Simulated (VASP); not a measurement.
# Mg (P6_3/mmc) in VASP: further runs

The runs below take Mg through band structure, density of states, with PW91, AM05, PBEsol+D4, PBE.

Program: VASP 6.6.1. These are calculated values, not measurements. Logs are shortened: lines on timing, memory, paths and dates and some standing lists are left out, and cuts for length are marked.

## (1) Starting point

The structure is hexagonal, space group P6_3/mmc (No. 194). Conventional cell: a = 3.209 Å, b = 3.209 Å, c = 5.210 Å, α = 90.00°, β = 90.00°, γ = 120.00°. Around Mg (site symmetry -6m2) lie 12 Mg at 3.20 to 3.21 Å.

## (2) Band structure, PW91

INCAR reads:

```
SYSTEM = Mg
PREC = Accurate
ENCUT = 520
EDIFF = 1E-7
ISMEAR = -1
SIGMA = 0.05
LREAL = .False.
LASPH = .True.
NELM = 60
ALGO = Normal
ISIF = 2
LWAVE = .False.
LCHARG = .False.
GGA = 91
```

KPOINTS reads:

```
Automatic mesh
0
Gamma
  10 10 5
  0 0 0
```

POSCAR reads:

```
Mg
1.0
    3.2093000000      0.0000000000      0.0000000000
   -1.6046500000      2.7793353284      0.0000000000
    0.0000000000      0.0000000000      5.2103000000
Mg
2
Direct
    0.6666666667      0.3333333333      0.7500000000
    0.3333333333      0.6666666667      0.2500000000
```

KPOINTS_OPT reads:

```
path GMKGALHA,LM,KH
15
line-mode
reciprocal
 0.0000000000  0.0000000000  0.0000000000  G
 0.5000000000  0.0000000000  0.0000000000  M

 0.5000000000  0.0000000000  0.0000000000  M
 0.3333333333  0.3333333333  0.0000000000  K

 0.3333333333  0.3333333333  0.0000000000  K
 0.0000000000  0.0000000000  0.0000000000  G

 0.0000000000  0.0000000000  0.0000000000  G
 0.0000000000  0.0000000000  0.5000000000  A

 0.0000000000  0.0000000000  0.5000000000  A
 0.5000000000  0.0000000000  0.5000000000  L

 0.5000000000  0.0000000000  0.5000000000  L
 0.3333333333  0.3333333333  0.5000000000  H

 0.3333333333  0.3333333333  0.5000000000  H
 0.0000000000  0.0000000000  0.5000000000  A

 0.5000000000  0.0000000000  0.5000000000  L
 0.5000000000  0.0000000000  0.0000000000  M

 0.3333333333  0.3333333333  0.0000000000  K
 0.3333333333  0.3333333333  0.5000000000  H
```

Potentials or basis: VASP PAW PBE potentials, release 64 (Mg).

The run is started by

```console
> cat potpaw_PBE.64/Mg/POTCAR > POTCAR
> mpirun -np 1 vasp_std > vasp.out
```

OUTCAR:

```text
SYSTEM = Mg
   PREC = Accurate
   ENCUT = 520
   EDIFF = 1E-7
   ISMEAR = -1
   LREAL = .False.
   LASPH = .True.
   NELM = 60
   ISIF = 2
   GGA = 91

 ion  position               nearest neighbor table
   1  0.667  0.333  0.750-   2 3.20   2 3.20   2 3.20   2 3.20   2 3.20   2 3.20
   2  0.333  0.667  0.250-   1 3.20   1 3.20   1 3.20   1 3.20   1 3.20   1 3.20

  LATTYP: Found a hexagonal cell.
 ALAT       =     3.2093000000
 C/A-ratio  =     1.6235004518

  Lattice vectors:

 A1 = (   3.2093000000,   0.0000000000,   0.0000000000)
 A2 = (  -1.6046500000,   2.7793353284,   0.0000000000)
 A3 = (   0.0000000000,   0.0000000000,   5.2103000000)

Analysis of symmetry for initial positions (statically):
=====================================================================
 Subroutine PRICEL returns:
 Original cell was already a primitive cell.

 Routine SETGRP: Setting up the symmetry group for a
 hexagonal supercell.

 Subroutine GETGRP returns: Found 24 space group operations
 (whereof 12 operations were pure point group operations)
 out of a pool of 24 trial point group operations.

The static configuration has the point symmetry D_3d.
 The point group associated with its full space group is D_6h.

Analysis of symmetry for dynamics (positions and initial velocities):
=====================================================================
 Subroutine PRICEL returns:
 Original cell was already a primitive cell.

 Routine SETGRP: Setting up the symmetry group for a
 hexagonal supercell.

 Subroutine GETGRP returns: Found 24 space group operations
 (whereof 12 operations were pure point group operations)
 out of a pool of 24 trial point group operations.

The dynamic configuration has the point symmetry D_3d.
 The point group associated with its full space group is D_6h.

 Subroutine INISYM returns: Found 24 space group operations
 (whereof 12 operations are pure point group operations),
 and found     1 'primitive' translations

----------------------------------------------------------------------------------------

                                     Primitive cell

  volume of cell :      46.4744

  direct lattice vectors                    reciprocal lattice vectors
     3.209300000  0.000000000  0.000000000     0.311594429  0.179899127  0.000000000
    -1.604650000  2.779335328  0.000000000     0.000000000  0.359798255  0.000000000
     0.000000000  0.000000000  5.210300000     0.000000000  0.000000000  0.191927528

  length of vectors
     3.209300000  3.209300000  5.210300000     0.359798255  0.359798255  0.191927528

  position of ions in fractional coordinates (direct lattice)
     0.666666667  0.333333333  0.750000000
     0.333333333  0.666666667  0.250000000

  ion indices of the primitive-cell ions
   primitive index   ion index
                 1           1
                 2           2

----------------------------------------------------------------------------------------

 KPOINTS: Automatic mesh

Automatic generation of k-mesh.
 Grid dimensions read from file:
 generate k-points for:   10   10    5

 Generating k-lattice:

  Cartesian coordinates                     Fractional coordinates (reciprocal lattice)
     0.031159443  0.017989913  0.000000000     0.100000000 -0.000000000  0.000000000
     0.000000000  0.035979825  0.000000000     0.000000000  0.100000000  0.000000000
     0.000000000  0.000000000  0.038385506     0.000000000  0.000000000  0.200000000

  Length of vectors
     0.035979825  0.035979825  0.038385506

  Shift w.r.t. Gamma in fractional coordinates (k-lattice)
     0.000000000  0.000000000  0.000000000

 Subroutine IBZKPT returns following result:
 ===========================================

 Found     42 irreducible k-points:

 Following reciprocal coordinates:
            Coordinates               Weight
  0.000000  0.000000  0.000000      1.000000
  0.100000  0.000000  0.000000      6.000000
  0.200000  0.000000  0.000000      6.000000
  0.300000  0.000000  0.000000      6.000000
  0.400000  0.000000  0.000000      6.000000
  0.500000  0.000000  0.000000      3.000000
[... 16 lines left out ...]
  0.300000  0.100000  0.200000     24.000000
  0.400000  0.100000  0.200000     24.000000
 [... further k-points ...]
   k-points           NKPTS =     42   k-points in BZ     NKDIM =     42   number of bands    NBANDS=      6
   number of dos      NEDOS =    301   number of ions     NIONS =      2
   total plane-waves  NPLWV =  23040
   dimension x,y,z NGX =    24 NGY =   24 NGZ =   40
   dimension x,y,z NGXF=    48 NGYF=   48 NGZF=   80
   ions per type =               2
   NGX,Y,Z   is equivalent  to a cutoff of  12.43, 12.43, 12.76 a.u.
   NGXF,Y,Z  is equivalent  to a cutoff of  24.86, 24.86, 25.53 a.u.
 SYSTEM =  Mg
   PREC   = accura    normal or accurate (medium, high low for compatibility)
   ISTART =      0    job   : 0-new  1-cont  2-samecut
   ICHARG =      2    charge: 1-file 2-atom 10-const
   ISPIN  =      1    spin polarized calculation?
   LNONCOLLINEAR =      F non collinear calculations
   LSORBIT =      F    spin-orbit coupling
   LASPH  =      T    aspherical Exc in radial PAW
   ENCUT  =  520.0 eV  38.22 Ry    6.18 a.u.   5.97  5.97  9.69*2*pi/ulx,y,z
   NELM   =     60;   NELMIN=  2; NELMDL= -5     # of ELM steps
   EDIFF  = 0.1E-06   stopping-criterion for ELM
   LREAL  =      F    real-space projection
   EDIFFG = 0.1E-05   stopping-criterion for IOM
   NSW    =      0    number of steps for IOM
   IBRION =     -1    ionic relax: 0-MD 1-quasi-New 2-CG
   NFREE  =      0    steps in history (QN), initial steepest desc. (CG)
   ISIF   =      2    stress and relaxation
   ISYM   =      2    0-nonsym 1-usesym 2-fastsym
   POTIM  = 0.5000    time-step for ionic-motion
   TEBEG  =    0.0;   TEEND  =   0.0 temperature during run
   PSTRESS=    0.0 pullay stress
   NELECT =       4.0000    total number of electrons
   NUPDOWN=      -1.0000    fix difference up-down
   EMIN   =  10.00;   EMAX   =-10.00  energy-range for DOS
   EFERMI =   0.00;   METHOD = LEGACY
   ISMEAR =    -1;   SIGMA  =   0.05  broadening in eV -4-tet -1-fermi 0-gaus
   EFERMI_NEDOS =   21; number of points for ismear=-14 and -15
   IALGO  =     38    algorithm
   IMIX   =      4    mixing-type and parameters
     AMIX     =   0.40;   BMIX     =  1.00
     AMIX_MAG =   1.60;   BMIX_MAG =  1.00
  volume/ion in A,a.u.               =      23.24       156.81
  Fermi-wavevector in a.u.,A,eV,Ry     =   0.722809  1.365911  7.108401  0.522453
  Thomas-Fermi vector in A             =   1.812866
   LORBIT       =      0    0 simple, 1 ext, 2 COOP (PROOUT), +10 PAW based schemes
   GGA     = 91    functional components
   LHFCALC =     F    Hartree Fock is set to
   AEXX    =    0.0000 exact exchange contribution
   IVDW    =     0    specifies the selected vdW correction
   LEPSILON=     F    determine dielectric tensor
   LRPA    =     F    only Hartree local field effects (RPA)
 non-spin polarized calculation
  energy-cutoff  :      520.00
  volume of cell :       46.47
 maximum number of plane-waves:      1277
 NGX is ok and might be reduce to    24
   NGX = 11   NGY = 11   NGZ = 19

 number of electron       4.0000000 magnetization

 Free energy of the ion-electron system (eV)
  ---------------------------------------------------
  ext. energy  EPLUGINS =         0.00000000
  ---------------------------------------------------
  free energy    TOTEN  =        -2.94898980 eV

  energy without entropy =       -2.93699979  energy(sigma->0) =       -2.94299480

 E-fermi :   2.5816     XC(G=0):  -8.4686

 val. band max:        2.5367698881   @ k =   0.4000   0.1000   0.4000
 cond. band min:       2.5911273429   @ k =   0.2000   0.1000   0.0000
 fundamental gap:      0.0543574548
 Fermi energy:         2.5816475986

 k-point     1 :       0.0000    0.0000    0.0000
  band No.  band energies     occupation
      1      -4.3187      2.00000
      2       0.8998      2.00000
      3       1.3082      2.00000
      4      13.4173      0.00000
      5      13.4177      0.00000
      6      13.4889      0.00000

 k-point     2 :       0.1000    0.0000    0.0000
  band No.  band energies     occupation
      1      -4.1236      2.00000
      2       1.0783      2.00000
      3       1.4978      2.00000
      4      10.6378      0.00000
      5      11.9766      0.00000
      6      12.7937      0.00000

 k-point     3 :       0.2000    0.0000    0.0000
  band No.  band energies     occupation
      1      -3.5409      2.00000
      2       1.6144      2.00000
      3       2.0558      1.99995
      4       7.6877      0.00000
      5      10.8270      0.00000
      6      11.3232      0.00000

 k-point     4 :       0.3000    0.0000    0.0000
  band No.  band energies     occupation
      1      -2.5773      2.00000
      2       2.5088      1.62192
      3       2.9039      0.00317
      4       5.0841      0.00000
      5       9.6666      0.00000
      6       9.7187      0.00000

 k-point     5 :       0.4000    0.0000    0.0000
  band No.  band energies     occupation
      1      -1.2448      2.00000
      2       2.3855      1.96117
      3       3.7606      0.00000
      4       4.5001      0.00000
      5       7.3850      0.00000
      6       7.8079      0.00000
[... 136 lines left out ...]
 k-point    21 :       0.1000    0.1000    0.2000
  band No.  band energies     occupation
      1      -3.5140      2.00000
      2      -0.2643      2.00000
      3       3.9492      0.00000
      4       9.2944      0.00000
      5       9.5810      0.00000
      6      12.1724      0.00000

 k-point    22 :       0.2000    0.1000    0.2000
  band No.  band energies     occupation
      1      -2.7426      2.00000
      2       0.4780      2.00000
      3       4.6024      0.00000
      4       6.6684      0.00000
      5       8.3240      0.00000
      6       9.7749      0.00000

 k-point    23 :       0.3000    0.1000    0.2000
  band No.  band energies     occupation
      1      -1.5972      2.00000
      2       1.5637      2.00000
      3       3.9723      0.00000
      4       5.8124      0.00000
      5       6.9034      0.00000
      6       8.0678      0.00000

 k-point    24 :       0.4000    0.1000    0.2000
  band No.  band energies     occupation
      1      -0.0941      2.00000
      2       1.7051      2.00000
      3       3.1546      0.00002
      4       4.8850      0.00000
      5       6.8255      0.00000
      6       7.7989      0.00000

 [... further k-points ...]
[... 5 lines left out ...]
  --------------------------------------------------------------------------------------
  -------------------------------------------------------------------------------------
  Total       -0.2467019     -0.2467019      0.0843892     -0.0000000      0.0000000      0.0000000
  in kB       -8.5048968     -8.5048968      2.9092658     -0.0000000      0.0000000      0.0000000
  external PRESSURE =      -4.7001759 kB  Pullay stress =       0.0000000 kB

 VOLUME and BASIS-vectors are now :
 -----------------------------------------------------------------------------
  energy-cutoff  :      520.00
  volume of cell :       46.47
      direct lattice vectors                 reciprocal lattice vectors
     3.209300000  0.000000000  0.000000000     0.311594429  0.179899127  0.000000000
    -1.604650000  2.779335328  0.000000000     0.000000000  0.359798255  0.000000000
     0.000000000  0.000000000  5.210300000     0.000000000  0.000000000  0.191927528

 POSITION                                       TOTAL-FORCE (eV/Angst)
 -----------------------------------------------------------------------------------
      1.60465      0.92645      3.90773        -0.000000      0.000000      0.000000
     -0.00000      1.85289      1.30258         0.000000      0.000000      0.000000
 -----------------------------------------------------------------------------------
    total drift:                                0.000000     -0.000000      0.000000

  FREE ENERGIE OF THE ION-ELECTRON SYSTEM (eV)
  ---------------------------------------------------
  free  energy   TOTEN  =        -2.9489898045 eV

  energy  without entropy=       -2.9369997869  energy(sigma->0) =       -2.94299480
```

Wall time 19 s (1 thread of Intel Xeon Platinum 8259CL at 2.50GHz (Skylake/Cascade Lake), shared host); peak memory 0.17 GiB.

Results:

```
Free energy             : -2.9490 eV
Pressure                : -0.5 GPa
Band gap along the path : none (metal or under the smearing width)
```

Levels at the corners of the path, in eV from the Fermi level:
| point | band 1 | band 2 | band 3 | band 4 | band 5 |
| --- | --- | --- | --- | --- | --- |
| Γ | -6.90 | -1.68 | -1.27 | 10.84 | 10.84 |
| M | -2.15 | -2.14 | 2.61 | 3.01 | 3.21 |
| M | -2.15 | -2.14 | 2.61 | 3.01 | 3.21 |
| K | -0.62 | -0.62 | -0.61 | 4.07 | 4.07 |
| K | -0.62 | -0.62 | -0.61 | 4.07 | 4.07 |
| Γ | -6.90 | -1.68 | -1.27 | 10.84 | 10.88 |
| Γ | -6.90 | -1.68 | -1.27 | 10.84 | 10.84 |
| A | -5.52 | -5.52 | 4.97 | 4.97 | 11.58 |
| A | -5.52 | -5.52 | 4.97 | 4.97 | 11.58 |
| L | -1.11 | -1.11 | -0.47 | -0.47 | 7.94 |
| L | -1.11 | -1.11 | -0.47 | -0.47 | 7.94 |
| H | 0.17 | 0.17 | 0.67 | 0.67 | 1.48 |
| H | 0.17 | 0.17 | 0.67 | 0.67 | 1.48 |
| A | -5.52 | -5.52 | 4.97 | 4.97 | 11.58 |
| L | -1.11 | -1.11 | -0.47 | -0.47 | 7.95 |
| M | -2.15 | -2.14 | 2.61 | 3.01 | 3.21 |
| K | -0.62 | -0.62 | -0.61 | 4.07 | 4.07 |
| H | 0.17 | 0.17 | 0.67 | 0.67 | 1.48 |

Caveat: the PAW data sets were made with another functional, which shifts forces and pressure a little.

## (3) Band structure, AM05

INCAR reads:

```
SYSTEM = Mg
ALGO     = Fast           ! electronic algorithm
EDIFF    = 1E-7           ! SCF threshold, eV
ENCUT    = 520            ! plane-wave cutoff, eV
GGA      = AM             ! functional
ISIF     = 2              ! what is computed and relaxed
ISMEAR   = -1             ! smearing method
LASPH    = .True.         ! aspherical terms in the spheres
LCHARG   = .False.        ! write CHGCAR
LREAL    = .False.        ! projectors in reciprocal space
LWAVE    = .False.        ! write WAVECAR
NELM     = 60             ! most SCF steps
PREC     = Accurate       ! precision mode
SIGMA    = 0.05           ! smearing width, eV
```

KPOINTS reads:

```
k-points
0
Gamma
  10 10 5
  0 0 0
```

POSCAR is that of step 2.

Changes to KPOINTS_OPT since step 2:

```diff
@@ -1,3 +1,3 @@
 path GMKGALHA,LM,KH
-15
+10
 line-mode
```

Potentials or basis: VASP PAW PBE potentials, release 64 (Mg).

The run is started by

```console
> cat potpaw_PBE.64/Mg/POTCAR > POTCAR
> mpirun -np 1 vasp_std > vasp.out
```

Wall time 16 s (1 thread of Intel Xeon Platinum 8259CL at 2.50GHz (Skylake/Cascade Lake), shared host); peak memory 0.16 GiB.

The run converged. Its results:

```
Free energy             : -3.2574 eV
Pressure                : -1.0 GPa
Band gap along the path : none (metal or under the smearing width)
```

Stress tensor (GPa, compression positive):
```
-1.35  0.00  0.00
 0.00 -1.35  0.00
 0.00  0.00 -0.29
```

Levels at the corners of the path, in eV from the Fermi level:
| point | band 1 | band 2 | band 3 | band 4 | band 5 | band 6 |
| --- | --- | --- | --- | --- | --- | --- |
| Γ | -6.90 | -1.72 | -1.24 | 10.82 | 10.83 | 10.95 |
| M | -2.17 | -2.13 | 2.61 | 2.94 | 3.22 | 3.66 |
| M | -2.17 | -2.13 | 2.61 | 2.94 | 3.22 | 3.66 |
| K | -0.67 | -0.60 | -0.60 | 4.08 | 4.08 | 4.25 |
| K | -0.67 | -0.60 | -0.60 | 4.08 | 4.08 | 4.25 |
| Γ | -6.90 | -1.72 | -1.24 | 10.82 | 10.82 | 10.95 |
| Γ | -6.90 | -1.72 | -1.24 | 10.82 | 10.85 | 10.95 |
| A | -5.52 | -5.52 | 4.97 | 4.97 | 11.58 | 11.58 |
| A | -5.52 | -5.52 | 4.97 | 4.97 | 11.58 | 11.58 |
| L | -1.13 | -1.13 | -0.46 | -0.46 | 7.95 | 7.96 |
| L | -1.13 | -1.13 | -0.46 | -0.46 | 7.95 | 7.96 |
| H | 0.18 | 0.18 | 0.61 | 0.61 | 1.53 | 1.53 |
| H | 0.18 | 0.18 | 0.61 | 0.61 | 1.53 | 1.53 |
| A | -5.52 | -5.52 | 4.97 | 4.97 | 11.58 | 11.58 |
| L | -1.13 | -1.13 | -0.46 | -0.46 | 7.95 | 7.96 |
| M | -2.17 | -2.13 | 2.61 | 2.94 | 3.22 | 3.66 |
| K | -0.67 | -0.60 | -0.60 | 4.08 | 4.08 | 4.25 |
| H | 0.18 | 0.18 | 0.61 | 0.61 | 1.53 | 1.53 |

Caveat: the PAW data sets were made with another functional, which shifts forces and pressure a little.

[end of part 1 of 2]
